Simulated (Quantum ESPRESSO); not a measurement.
**CdS (Hawleyite): modes at Γ and the response to a field**

Which modes does CdS (Hawleyite) have at the zone centre?

Method: DFT PBE, scalar-relativistic, plane waves, GBRV ultrasoft pseudopotentials, in Quantum ESPRESSO 7.5.

## (1) Starting point

Symmetry: F-43m, No. 216, cubic system. The conventional cell has a = 5.833 Å, b = 5.833 Å, c = 5.833 Å, α = 90.00°, β = 90.00°, γ = 90.00°. Nearest to Cd lie 4 S at 2.53 Å. Nearest to S lie 4 Cd at 2.53 Å. Farther neighbours and most contacts between anions are not listed.

Coordinates:

```
CELL_PARAMETERS angstrom
-2.91650 0.00000 2.91650
0.00000 2.91650 2.91650
-2.91650 2.91650 0.00000
ATOMIC_POSITIONS crystal
Cd 0.00000 0.00000 0.00000
S 0.25000 0.25000 0.25000
```

## (2) A probe with smearing

A cheap run with smearing and empty bands tells whether the crystal has a gap, which decides between fixed occupations and smearing later on.

File probe.in:

```
 &control
    calculation='scf',
    prefix='x',
    outdir='./tmp',
    pseudo_dir='./pseudo',
    tprnfor=.true.,
    tstress=.true.,
    verbosity='high',
 /
 &system
    ibrav=2,
    celldm(1)=11.02277248,
    nat=2,
    ntyp=2,
    ecutwfc=50.0,
    ecutrho=400.0,
    occupations='smearing',
    smearing='gaussian',
    degauss=0.01,
 /
 &electrons
    conv_thr=1.0d-07,
    mixing_beta=0.7,
    electron_maxstep=100,
 /
ATOMIC_SPECIES
 Cd    112.4140  Cd.upf
 S      32.0600  S.upf
ATOMIC_POSITIONS crystal
 Cd     0.000000000   0.000000000   0.000000000
 S      0.250000000   0.250000000   0.250000000
K_POINTS automatic
 6 6 6 0 0 0
```

On the command line:

```
OMP_NUM_THREADS=1 mpirun -n 4 pw.x -nk 4 -in probe.in > probe.out
```

What it wrote:

```text
[banners, grids, parts of the stress and lines that vanish by symmetry left out]
Program PWSCF v.7.5
     bravais-lattice index     =            2
     lattice parameter (alat)  =      11.0228  a.u.
[...]
kinetic-energy cutoff     =      50.0000  Ry
     charge density cutoff     =     400.0000  Ry
     scf convergence threshold =      1.0E-07
[...]
Exchange-correlation=  SLA  PW   PBX  PBC
                           (   1   4   3   4   0   0   0)
[...]
24 Sym. Ops. (no inversion) found
[...]
(     0          1          0      )
                  (     0          0          1      )
[...]
(  0.0000000  1.0000000  0.0000000 )
                  (  0.0000000  0.0000000  1.0000000 )
[...]
(     1          0         -1      )
                  (     0          0         -1      )
[...]
(  0.0000000  1.0000000  0.0000000 )
[...]
(    -1          0          1      )
                  (    -1          0          0      )
[...]
(  0.0000000  0.0000000  1.0000000 )
                  (  0.0000000 -1.0000000  0.0000000 )
[...]
number of k points=    16  Gaussian smearing, width (Ry)=  0.0100
[...]
End of self-consistent calculation
[...]
the Fermi energy is     6.1968 ev
!    total energy              =    -138.91553105 Ry
[...]
convergence has been achieved in   7 iterations
[...]
atom    1 type  1   force =     0.00000000    0.00000000    0.00000000
     atom    2 type  2   force =     0.00000000   -0.00000000    0.00000000
[...]
Total force =     0.000000     Total SCF correction =     0.000000
[...]
total   stress  (Ry/bohr**3)                   (kbar)     P=       26.78
[...]
XML data file, charge density, pseudopotentials, collected wavefunctions

   JOB DONE.
```

Run time: 4.3 s. Hardware: 4 MPI ranks of Arm Neoverse V2, shared host; 17 s of CPU time.

This step gave:

```
volume per atom   : 24.81 Å³
pressure          : 2.678 GPa
gap on the k-mesh : 1.112 eV
```

A gap of 1.1 eV opens on this mesh, so the crystal is taken as an insulator; the start stands at 2.7 GPa.

## (3) Relaxation

The relaxation runs at a cutoff a fifth above that of the response, since stress converges more slowly with the basis than frequencies do. Forces and stress are brought to rest with tight thresholds.

File relax.in:

```
 &control
    calculation='vc-relax',
    prefix='x',
    outdir='./tmp',
    pseudo_dir='./pseudo',
    tprnfor=.true.,
    tstress=.true.,
    forc_conv_thr=2.0d-05,
    etot_conv_thr=1.0d-07,
    nstep=40,
 /
 &system
    ibrav=2,
    celldm(1)=11.02277248,
    nat=2,
    ntyp=2,
    ecutwfc=60,
    ecutrho=480.0,
    occupations='fixed',
    nbnd=11,
 /
 &electrons
    conv_thr=1.0d-11,
    mixing_beta=0.7,
    electron_maxstep=100,
 /
 &ions
 /
 &cell
    press_conv_thr=0.2,
 /
ATOMIC_SPECIES
 Cd    112.4140  Cd.upf
 S      32.0600  S.upf
ATOMIC_POSITIONS crystal
 Cd     0.000000000   0.000000000   0.000000000
 S      0.250000000   0.250000000   0.250000000
K_POINTS automatic
 8 8 8 0 0 0
```

On the command line:

```
OMP_NUM_THREADS=1 mpirun -n 4 pw.x -nk 4 -in relax.in > relax.out
```

What it wrote:

```text
[banners, grids, parts of the stress and lines that vanish by symmetry left out]
[banner, memory and clock lines left out]
Program PWSCF v.7.5

[...]
kinetic-energy cutoff     =      60.0000  Ry
     charge density cutoff     =     480.0000  Ry
     scf convergence threshold =      1.0E-11
[...]
energy convergence thresh.=      1.0E-07
     force convergence thresh. =      2.0E-05
     press convergence thresh. =      2.0E-01
     Exchange-correlation=  SLA  PW   PBX  PBC
                           (   1   4   3   4   0   0   0)
[...]
24 Sym. Ops. (no inversion) found
[...]
number of k points=    29
[...]
End of self-consistent calculation
[...]
highest occupied, lowest unoccupied level (ev):     5.6293    6.7442
!    total energy              =    -138.91984850 Ry
[...]
convergence has been achieved in  11 iterations
[...]
atom    1 type  1   force =     0.00000000    0.00000000    0.00000000
     atom    2 type  2   force =     0.00000000    0.00000000    0.00000000
     Total force =     0.000000     Total SCF correction =     0.000000
[...]
total   stress  (Ry/bohr**3)                   (kbar)     P=       25.02
[...]
number of bfgs steps    =   0
[...]
CELL_PARAMETERS (alat= 11.02277248)
[...]
ATOMIC_POSITIONS (crystal)
Cd               0.0000000000        0.0000000000        0.0000000000
S                0.2500000000        0.2500000000        0.2500000000
[...]
New effective cutoffs (rho, wfc):  475.53   59.48
[...]
End of self-consistent calculation
[...]
highest occupied, lowest unoccupied level (ev):     5.4663    6.5546
!    total energy              =    -138.92045266 Ry
[...]
convergence has been achieved in   7 iterations
[...]
atom    1 type  1   force =     0.00000000    0.00000000   -0.00000000
     atom    2 type  2   force =     0.00000000    0.00000000    0.00000000
     Total force =     0.000000     Total SCF correction =     0.000000
[...]
total   stress  (Ry/bohr**3)                   (kbar)     P=       16.51
[...]
number of bfgs steps    =   1
[...]
CELL_PARAMETERS (alat= 11.02277248)
[...]
ATOMIC_POSITIONS (crystal)
Cd              -0.0000000000        0.0000000000        0.0000000000
S                0.2500000000        0.2500000000        0.2500000000
[...]
New effective cutoffs (rho, wfc):  471.13   58.93
[...]
End of self-consistent calculation
[...]
highest occupied, lowest unoccupied level (ev):     5.2909    6.3496
!    total energy              =    -138.92084348 Ry
[...]
convergence has been achieved in   9 iterations
[...]
atom    1 type  1   force =     0.00000000    0.00000000   -0.00000000
     atom    2 type  2   force =    -0.00000000   -0.00000000    0.00000000
     Total force =     0.000000     Total SCF correction =     0.000000
[...]
total   stress  (Ry/bohr**3)                   (kbar)     P=        7.75
[...]
number of bfgs steps    =   2
[...]
CELL_PARAMETERS (alat= 11.02277248)
[...]
ATOMIC_POSITIONS (crystal)
[...]
New effective cutoffs (rho, wfc):  467.22   58.44
[...]
End of self-consistent calculation
[...]
highest occupied, lowest unoccupied level (ev):     5.1362    6.1682
!    total energy              =    -138.92096186 Ry
[...]
convergence has been achieved in   9 iterations
[...]
atom    1 type  1   force =    -0.00000000   -0.00000000    0.00000000
     atom    2 type  2   force =    -0.00000000   -0.00000000    0.00000000
     Total force =     0.000000     Total SCF correction =     0.000000
[...]
total   stress  (Ry/bohr**3)                   (kbar)     P=        0.38
[...]
number of bfgs steps    =   3
[...]
CELL_PARAMETERS (alat= 11.02277248)
[...]
ATOMIC_POSITIONS (crystal)
[...]
New effective cutoffs (rho, wfc):  467.02   58.42
[...]
End of self-consistent calculation
[...]
highest occupied, lowest unoccupied level (ev):     5.1282    6.1588
!    total energy              =    -138.92096217 Ry
[...]
convergence has been achieved in   6 iterations
[...]
atom    1 type  1   force =     0.00000000   -0.00000000   -0.00000000
     atom    2 type  2   force =     0.00000000   -0.00000000    0.00000000
     Total force =     0.000000     Total SCF correction =     0.000000
[...]
total   stress  (Ry/bohr**3)                   (kbar)     P=        0.01
[...]
number of bfgs steps    =   4
[...]
small trust_radius: resetting bfgs history
[...]
CELL_PARAMETERS (alat= 11.02277248)
[...]
ATOMIC_POSITIONS (crystal)
[...]
New effective cutoffs (rho, wfc):  467.01   58.42
[...]
End of self-consistent calculation
[...]
highest occupied, lowest unoccupied level (ev):     5.1282    6.1587
!    total energy              =    -138.92096217 Ry
[...]
convergence has been achieved in   3 iterations
[...]
atom    1 type  1   force =    -0.00000000    0.00000000   -0.00000000
     atom    2 type  2   force =     0.00000000   -0.00000000    0.00000000
     Total force =     0.000000     Total SCF correction =     0.000000
[...]
total   stress  (Ry/bohr**3)                   (kbar)     P=        0.01
[...]
bfgs converged in   6 scf cycles and   5 bfgs steps
[...]
End of BFGS Geometry Optimization
     Final enthalpy           =    -138.9209621655 Ry
     File ./tmp/x.bfgs deleted, as requested
[...]
CELL_PARAMETERS (alat= 11.02277248)
[...]
ATOMIC_POSITIONS (crystal)
Cd              -0.0000000000        0.0000000000        0.0000000000
S                0.2500000000        0.2500000000        0.2500000000
[...]
Final scf calculation at the relaxed structure.
[...]
kinetic-energy cutoff     =      60.0000  Ry
     charge density cutoff     =     480.0000  Ry
     scf convergence threshold =      1.0E-13
[...]
press convergence thresh. =      2.0E-01
     Exchange-correlation=  SLA  PW   PBX  PBC
                           (   1   4   3   4   0   0   0)
[...]
24 Sym. Ops. (no inversion) found
[...]
number of k points=    29
[...]
End of self-consistent calculation
[...]
highest occupied, lowest unoccupied level (ev):     5.1282    6.1588
!    total energy              =    -138.92161550 Ry
[...]
convergence has been achieved in  15 iterations
[...]
atom    1 type  1   force =     0.00000000    0.00000000   -0.00000000
     atom    2 type  2   force =    -0.00000000   -0.00000000    0.00000000
     Total force =     0.000000     Total SCF correction =     0.000000
[...]
total   stress  (Ry/bohr**3)                   (kbar)     P=        0.61
[...]
XML data file, charge density, pseudopotentials, collected wavefunctions
```

Run time: 55 s. Hardware: 4 MPI ranks.

Relaxation path:

| step | energy less that of the first step (eV) | largest force (eV/Å) | pressure (GPa) | volume (Å³) |
| --- | --- | --- | --- | --- |
| 1 | 0.0000 | 0.0000 | 2.50 | 49.62 |
| 2 | -0.0082 | 0.0000 | 1.65 | 50.25 |
| 3 | -0.0135 | 0.0000 | 0.78 | 50.96 |
| 4 | -0.0151 | 0.0000 | 0.04 | 51.60 |
| 5 | -0.0152 | 0.0000 | 0.00 | 51.63 |
| 6 | -0.0152 | 0.0000 | 0.00 | 51.63 |
| 7 | -0.0240 | 0.0000 | 0.06 | 51.63 |

| conventional cell, symmetrised | before | after | change |
| --- | --- | --- | --- |
| a (Å) | 5.833 | 5.911 | +1.3 % |
| b (Å) | 5.833 | 5.911 | +1.3 % |
| c (Å) | 5.833 | 5.911 | +1.3 % |
| volume (Å³/atom) | 24.81 | 25.82 | +4.1 % |

The relaxed structure:

```
Cd S
1.0
    -2.95549    0.00000    2.95549
     0.00000    2.95549    2.95549
    -2.95549    2.95549    0.00000
Cd S
1 1
Direct
  0.00000 0.00000 0.00000
  0.25000 0.25000 0.25000
```

The last row of the table of steps is pw.x's closing run on a basis chosen anew for the final cell, so its energy can jump.

Read from the output:

```
volume per atom   : 25.82 Å³
pressure          : 0.061 GPa
gap on the k-mesh : 1.031 eV
```

The volume changes by +4.1 % from the cell with which this run began.

## (4) Ground state

Perturbation theory inherits every error of the wavefunctions, so the threshold is set near the limit of the arithmetic. With a gap, occupations are fixed, which also allows the response to an electric field.

File scf.in:

```
 &control
    calculation='scf',
    prefix='x',
    outdir='./tmp',
    pseudo_dir='./pseudo',
    tprnfor=.true.,
    tstress=.true.,
 /
 &system
    ibrav=2,
    celldm(1)=11.17011692,
    nat=2,
    ntyp=2,
    ecutwfc=50.0,
    ecutrho=400.0,
    occupations='fixed',
    nbnd=11,
 /
 &electrons
    conv_thr=1.0d-12,
    mixing_beta=0.7,
    electron_maxstep=100,
 /
ATOMIC_SPECIES
 Cd    112.4140  Cd.upf
 S      32.0600  S.upf
ATOMIC_POSITIONS crystal
 Cd     0.000000000   0.000000000   0.000000000
 S      0.250000000   0.250000000   0.250000000
K_POINTS automatic
 8 8 8 0 0 0
```

On the command line:

```
OMP_NUM_THREADS=1 mpirun -n 4 pw.x -nk 4 -in scf.in > scf.out
```

What it wrote:

```text
[banners, grids, parts of the stress and lines that vanish by symmetry left out]
[banner, memory and clock lines left out]
Program PWSCF v.7.5

[...]
kinetic-energy cutoff     =      50.0000  Ry
     charge density cutoff     =     400.0000  Ry
     scf convergence threshold =      1.0E-12
[...]
Exchange-correlation=  SLA  PW   PBX  PBC
                           (   1   4   3   4   0   0   0)
[...]
24 Sym. Ops. (no inversion) found
[...]
number of k points=    29
[...]
End of self-consistent calculation
[...]
highest occupied, lowest unoccupied level (ev):     5.1286    6.1580
!    total energy              =    -138.91745397 Ry
[...]
convergence has been achieved in  12 iterations
[...]
atom    1 type  1   force =     0.00000000    0.00000000    0.00000000
     atom    2 type  2   force =    -0.00000000   -0.00000000    0.00000000
     Total force =     0.000000     Total SCF correction =     0.000000
[...]
total   stress  (Ry/bohr**3)                   (kbar)     P=        3.33
[...]
XML data file, charge density, pseudopotentials, collected wavefunctions
```

The job ended after 8.5 s (4 MPI ranks).

This step gave:

```yaml
pressure: 0.333 GPa
gap_on_the_k_mesh: 1.029 eV
```

The cell stands at 0.33 GPa, close enough for stiff modes, while soft ones can move.

[end of part 1 of 3]

[Host names and launcher messages were left out of these logs when they were recorded.]

[Logs are printed without paths, hosts, clocks, repeated set-up lines and the standing remarks that a program may print on its own settings, such as how far it seeks lower states.]

[Hosts, paths, dates, database ids (printed as entryN), source tags and the programs' standing remarks are cut or masked in the printed files.]
